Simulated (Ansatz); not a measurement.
**AgI: the band gap up the ladder of functionals**

An exercise on one series of results from a longer session: the logs are not shown, and one member is left open.

Code: Ansatz 0.2.0. PAW datasets, plane waves. Spin-unpolarised throughout; all numbers are computed.

### The structure to begin with

The cell was relaxed beforehand with r2SCAN.

Space group P6_3mc (No. 186), hexagonal; conventional cell a = 4.651 Å, c = 7.598 Å, 35.59 Å³ an atom. Ag has 4 I at 2.85 Å; I has 4 Ag at 2.85 Å.

The structure in full:

```cif
data_structure
_symmetry_space_group_name_H-M 'P6_3mc'
_symmetry_Int_Tables_number 186
_cell_length_a 4.6513
_cell_length_b 4.6513
_cell_length_c 7.5979
_cell_angle_alpha 90.000
_cell_angle_beta 90.000
_cell_angle_gamma 120.000
_cell_volume 142.35
loop_
_atom_site_label
_atom_site_type_symbol
_atom_site_symmetry_multiplicity
_atom_site_Wyckoff_symbol
_atom_site_fract_x
_atom_site_fract_y
_atom_site_fract_z
_atom_site_occupancy
Ag1 Ag 2 b 0.33333 0.66667 0.00240 1
I1 I 2 b 0.33333 0.66667 0.37750 1
```

The first run:

input.yaml reads:

```yaml
crystal:
  lattice:
    - [4.6512919221, 0.0, 0.0]
    - [-2.3256459611, 4.028136965, 0.0]
    - [0.0, 0.0, 7.5978539869]
  atoms:
    - { symbol: Ag, position: [0.3333333333, 0.6666666667, 0.0024013965] }
    - { symbol: Ag, position: [0.6666666667, 0.3333333333, 0.5024013965] }
    - { symbol: I, position: [0.3333333333, 0.6666666667, 0.3774986035] }
    - { symbol: I, position: [0.6666666667, 0.3333333333, 0.8774986035] }
kpoints:
  mp_grid: { grid: [6, 6, 4] }
  band_path:
    path:
      - [[0.0, 0.0, 0.0], [0.5, 9.13036286193e-17, -2.133201216247e-34], [0.3333333333333, 0.3333333333333, -2.659266680015e-34], [0.0, 0.0, 0.0], [1.556310690513e-51, -5.930592312865e-51, 0.5], [0.5, 9.13036286193e-17, 0.5], [0.3333333333333, 0.3333333333333, 0.5], [1.556310690513e-51, -5.930592312865e-51, 0.5]]
      - [[0.5, 9.13036286193e-17, 0.5], [0.5, 9.13036286193e-17, -2.133201216247e-34]]
      - [[0.3333333333333, 0.3333333333333, 0.5], [0.3333333333333, 0.3333333333333, -2.659266680015e-34]]
    npoints: 10
hamiltonian:
  xc: pbe
scf:
  occupations: { method: fermi_dirac, width: 0.02 }
  n_extra_bands: 5
output:
  forces: true
  stress: true
  eigenvalues: true
  write_density: true
  write_potential: true
  elf: true
  volumetric_format: npy
```

The run is started by

```bash
$ ansatz run input.yaml --threads 2 --pin off --max-ram 29491MiB --backend cpu --events-out ev --progress --plain --runs-dir out
```

Among the steps run: Band structure with PBE; r2SCAN at the same geometry; HSE06 at the same geometry; Single point with PBE+SOC; PBE0 at the same geometry; LDA at the same geometry; Single point with DDH-PBE0; HSE06+SOC; r2SCANh at the same geometry; Hartree-Fock at the same geometry.

One table of the session follows, with a row left open; its other results are not shown here.

```
       level  gap (eV)
         PBE      1.37
      r2SCAN         ?
       HSE06      2.53
     PBE+SOC      1.14
        PBE0      3.19
         LDA      1.08
    DDH-PBE0      2.79
   HSE06+SOC      2.26
     r2SCANh      2.51
Hartree-Fock      8.91
```

Q: Estimate the row for r2SCAN from the others.

The run gave: gap (eV): 1.86. In the column «gap (eV)» it lies between PBE (1.37) and HSE06+SOC (2.26).

Meshes: PBE 6×6×4, r2SCAN 6×6×4, HSE06 6×6×2, PBE+SOC 6×6×4, PBE0 6×6×2, LDA 6×6×4, DDH-PBE0 6×6×2, HSE06+SOC 6×6×2, r2SCANh 6×6×2, Hartree-Fock 6×6×2

Against HSE06, PBE is short by 1.16 eV, at 54 % of it, and r2SCAN 74 %. PBE0 lies 0.66 eV above HSE06, which differs from it by screening the long-range exchange.

Caveats from the session: Warnings in the runs' records: stress scf threshold loose, stress exchange threshold loose.
